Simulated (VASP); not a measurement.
# Se (P3_221) in VASP: notebook, part 2 of 2

VASP 6.6.1.

## (5) Single point, PBE

INCAR reads:

```
SYSTEM = Se
PREC     = Accurate       ! precision mode
ENCUT    = 400            ! plane-wave cutoff, eV
EDIFF    = 1E-6           ! SCF threshold, eV
ISMEAR   = 0              ! smearing method
SIGMA    = 0.2            ! smearing width, eV
LREAL    = .FALSE.        ! projectors in reciprocal space
LASPH    = .TRUE.         ! aspherical terms in the spheres
NELM     = 100            ! most SCF steps
ALGO     = Normal         ! electronic algorithm
ISIF     = 2              ! what is computed and relaxed
LWAVE    = .FALSE.        ! write WAVECAR
LCHARG   = .FALSE.        ! write CHGCAR
GGA      = PE             ! functional
NBANDS   = 16             ! bands
ADDGRID  = .FALSE.
```

KPOINTS reads:

```
Automatic mesh
0
G
  6 6 5
  0 0 0
```

POSCAR reads:

```
Se
1.0
    4.3551700000      0.0000000000      0.0000000000
   -2.1775850000      3.7716878578      0.0000000000
    0.0000000000      0.0000000000      4.9494500000
Se
3
Direct
    0.7830000000      0.7830000000      0.5000000000
    0.0000000000      0.2170000000      0.8333333333
    0.2170000000      0.0000000000      0.1666666667
```

Potentials or basis: VASP PAW PBE potentials, release 64 (Se).

The run is started by

```
cat potpaw_PBE.64/Se/POTCAR > POTCAR
mpirun -np 1 vasp_std > vasp.out
```

OUTCAR:

```text
SYSTEM = Se
   PREC = Accurate
   ENCUT = 400
   EDIFF = 1E-6
   ISMEAR = 0
   LREAL = .FALSE.
   LASPH = .TRUE.
   NELM = 100
   ISIF = 2
   GGA = PE

 Found     27 irreducible k-points:

 Following reciprocal coordinates:
            Coordinates               Weight
  0.000000  0.000000  0.000000      1.000000
  0.166667  0.000000  0.000000      6.000000
  0.333333  0.000000  0.000000      6.000000
  0.500000  0.000000  0.000000      3.000000
  0.166667  0.166667  0.000000      6.000000
  0.333333  0.166667  0.000000     12.000000
   k-points           NKPTS =     27   k-points in BZ     NKDIM =     27   number of bands    NBANDS=     16
   number of dos      NEDOS =    301   number of ions     NIONS =      3
   total plane-waves  NPLWV =  25088
   dimension x,y,z NGX =    28 NGY =   28 NGZ =   32
   dimension x,y,z NGXF=    56 NGYF=   56 NGZF=   64
   ions per type =               3
   NGX,Y,Z   is equivalent  to a cutoff of  10.69, 10.69, 10.75 a.u.
   NGXF,Y,Z  is equivalent  to a cutoff of  21.38, 21.38, 21.50 a.u.
 SYSTEM =  Se
   PREC   = accura    normal or accurate (medium, high low for compatibility)
   ISTART =      0    job   : 0-new  1-cont  2-samecut
   ICHARG =      2    charge: 1-file 2-atom 10-const
   ISPIN  =      1    spin polarized calculation?
   LNONCOLLINEAR =      F non collinear calculations
   LSORBIT =      F    spin-orbit coupling
   LASPH  =      T    aspherical Exc in radial PAW
   ENCUT  =  400.0 eV  29.40 Ry    5.42 a.u.   7.10  7.10  8.07*2*pi/ulx,y,z
   NELM   =    100;   NELMIN=  2; NELMDL= -5     # of ELM steps
   EDIFF  = 0.1E-05   stopping-criterion for ELM
[... 12 lines left out ...]
   EMIN   =  10.00;   EMAX   =-10.00  energy-range for DOS
   EFERMI =   0.00;   METHOD = LEGACY
   ISMEAR =     0;   SIGMA  =   0.20  broadening in eV -4-tet -1-fermi 0-gaus
   EFERMI_NEDOS =   21; number of points for ismear=-14 and -15
   IALGO  =     38    algorithm
   IMIX   =      4    mixing-type and parameters
     AMIX     =   0.40;   BMIX     =  1.00
     AMIX_MAG =   1.60;   BMIX_MAG =  1.00
  volume/ion in A,a.u.               =      27.10       182.88
  Fermi-wavevector in a.u.,A,eV,Ry     =   0.990375  1.871538 13.345178  0.980843
  Thomas-Fermi vector in A             =   2.122041
   LORBIT       =      0    0 simple, 1 ext, 2 COOP (PROOUT), +10 PAW based schemes
   GGA     = PE    functional components
   LHFCALC =     F    Hartree Fock is set to
   AEXX    =    0.0000 exact exchange contribution
   IVDW    =     0    specifies the selected vdW correction
   LEPSILON=     F    determine dielectric tensor
   LRPA    =     F    only Hartree local field effects (RPA)
 non-spin polarized calculation
 Gauss-broadening in eV      SIGMA  =   0.20
  energy-cutoff  :      400.00
  volume of cell :       81.30
 maximum number of plane-waves:      1492
   NGX = 15   NGY = 15   NGZ = 17

 number of electron      17.9999998 magnetization

 Free energy of the ion-electron system (eV)
  ---------------------------------------------------
  ext. energy  EPLUGINS =         0.00000000
  ---------------------------------------------------
  free energy    TOTEN  =       -10.37020794 eV

  energy without entropy =      -10.37020791  energy(sigma->0) =      -10.37020792

 E-fermi :   3.3837     XC(G=0):  -8.8323

 val. band max:        2.6516041725   @ k =   0.3333   0.1667   0.4000
 cond. band min:       4.0929369175   @ k =   0.3333   0.3333   0.4000
 fundamental gap:      1.4413327450
 Fermi energy:         3.3837356656

 k-point     1 :       0.0000    0.0000    0.0000
  band No.  band energies     occupation
      1     -13.3915      2.00000
      2      -9.0793      2.00000
      3      -9.0793      2.00000
      4      -1.2331      2.00000
      5      -1.2331      2.00000
      6      -1.0292      2.00000
[... 8 lines left out ...]
     15       9.1488      0.00000
     16      11.1155      0.00000

 k-point     2 :       0.1667    0.0000    0.0000
  band No.  band energies     occupation
      1     -13.2954      2.00000
      2      -9.1649      2.00000
      3      -9.0645      2.00000
      4      -1.9233      2.00000
      5      -1.5322      2.00000
      6      -0.8323      2.00000
[... 8 lines left out ...]
     15      10.0413      0.00000
     16      11.0875      0.00000
[... 45 lines left out ...]
      5      -1.9898      2.00000
      6      -0.6866      2.00000
[... 8 lines left out ...]
     15      10.7906      0.00000
     16      11.4843      0.00000

 k-point     6 :       0.3333    0.1667    0.0000
  band No.  band energies     occupation
      1     -12.9624      2.00000
      2      -9.4258      2.00000
      3      -9.1086      2.00000
      4      -2.5372      2.00000
      5      -2.2237      2.00000
      6      -0.5551      2.00000
[... 8 lines left out ...]
     15      11.7848      0.00000
     16      12.2549      0.00000

 [... further k-points ...]

------------------------ aborting loop because EDIFF is reached ----------------------------------------

  FORCE on cell =-STRESS in cart. coord.  units (eV):
  Direction    XX          YY          ZZ          XY          YZ          ZX
  --------------------------------------------------------------------------------------
  -------------------------------------------------------------------------------------
  Total        2.4006139      2.4006139      3.8440279     -0.0000000     -0.0000000      0.0000000
  in kB       47.3080559     47.3080559     75.7529083     -0.0000000     -0.0000000      0.0000000
  external PRESSURE =      56.7896734 kB  Pullay stress =       0.0000000 kB

 VOLUME and BASIS-vectors are now :
 -----------------------------------------------------------------------------
  energy-cutoff  :      400.00
  volume of cell :       81.30
      direct lattice vectors                 reciprocal lattice vectors
     4.355170000  0.000000000  0.000000000     0.229612162  0.132566644  0.000000000
    -2.177585000  3.771687858  0.000000000     0.000000000  0.265133287  0.000000000
     0.000000000  0.000000000  4.949450000     0.000000000  0.000000000  0.202042651

 POSITION                                       TOTAL-FORCE (eV/Angst)
 -----------------------------------------------------------------------------------
      1.70505      2.95323      2.47472        -0.594042     -1.028911      0.000000
     -0.47254      0.81846      4.12454        -0.594042      1.028911      0.000000
      0.94507      0.00000      0.82491         1.188084     -0.000000     -0.000000
 -----------------------------------------------------------------------------------
    total drift:                                0.000002      0.000004      0.000000

  FREE ENERGIE OF THE ION-ELECTRON SYSTEM (eV)
  ---------------------------------------------------
  free  energy   TOTEN  =       -10.3702079365 eV

  energy  without entropy=      -10.3702079101  energy(sigma->0) =      -10.37020792
```

OSZICAR:

```text
N       E                     dE             d eps       ncg     rms          rms(c)
DAV:   1     0.694602900276E+02    0.69460E+02   -0.63124E+03   864   0.761E+02
DAV:   2    -0.636471939535E+01   -0.75825E+02   -0.72303E+02  1160   0.144E+02
DAV:   3    -0.104275829116E+02   -0.40629E+01   -0.40529E+01  1064   0.374E+01
DAV:   4    -0.104529019617E+02   -0.25319E-01   -0.25316E-01  1136   0.355E+00
DAV:   5    -0.104530874026E+02   -0.18544E-03   -0.18544E-03  1072   0.293E-01    0.760E+00
DAV:   6    -0.103915169996E+02    0.61570E-01   -0.37652E-02  1096   0.120E+00    0.472E+00
DAV:   7    -0.103708524972E+02    0.20665E-01   -0.77701E-02   952   0.168E+00    0.215E-01
DAV:   8    -0.103700419037E+02    0.81059E-03   -0.90240E-03   992   0.589E-01    0.111E-01
DAV:   9    -0.103701522957E+02   -0.11039E-03   -0.34311E-04  1240   0.114E-01    0.371E-02
DAV:  10    -0.103702036004E+02   -0.51305E-04   -0.49019E-05   992   0.470E-02    0.681E-03
DAV:  11    -0.103702080113E+02   -0.44109E-05   -0.86778E-06  1176   0.179E-02    0.411E-03
DAV:  12    -0.103702079365E+02    0.74817E-07   -0.15515E-06   840   0.812E-03
   1 F= -.10370208E+02 E0= -.10370208E+02  d E =-.263974E-07
```

stdout:

```text
POSCAR found type information on POSCAR Se
 POSCAR found :  1 types and       3 ions
 scaLAPACK will be used
 LDA part: xc-table for (Slater+PW92), standard interpolation
 POSCAR, INCAR and KPOINTS ok, starting setup
 FFT: planning ... GRIDC
 FFT: planning ... GRID_SOFT
 FFT: planning ... GRID
 WAVECAR not read
 entering main loop
```

Wall time 8.7 s (1 thread of Intel Xeon 6975P-C (Granite Rapids), shared host); peak memory 0.16 GiB.

The run converged, but some of its settings lie outside the range that counts as converged, so its numbers aren't taken as properties of the crystal.

Results:

| Quantity | Value |
| --- | --- |
| Free energy | -10.3702 eV |
| Pressure | 5.7 GPa |
| Largest force | 1.188 eV/Å |
| Band gap on the k mesh | 1.44 eV, indirect (least direct gap 1.46 eV) |

Caveat: an odd mesh through Γ misses points on the zone boundary, where band edges often lie; forces of over 1 eV/Å show positions far from the minimum, so gaps and moduli don't describe the material at rest.

## (6) The reference run

An earlier run on the cell as given: functional PBE; potentials or basis VASP PAW PBE potentials, release 64 (Se); cutoff 520 eV; k mesh 7 × 7 × 6; occupations fermi-dirac, width 0.05 eV; no spin polarisation.

- Pressure: 5.7 GPa
- Largest force: 1.188 eV/Å
- Band gap on the k mesh: 1.16 eV, indirect (least direct gap 1.38 eV)
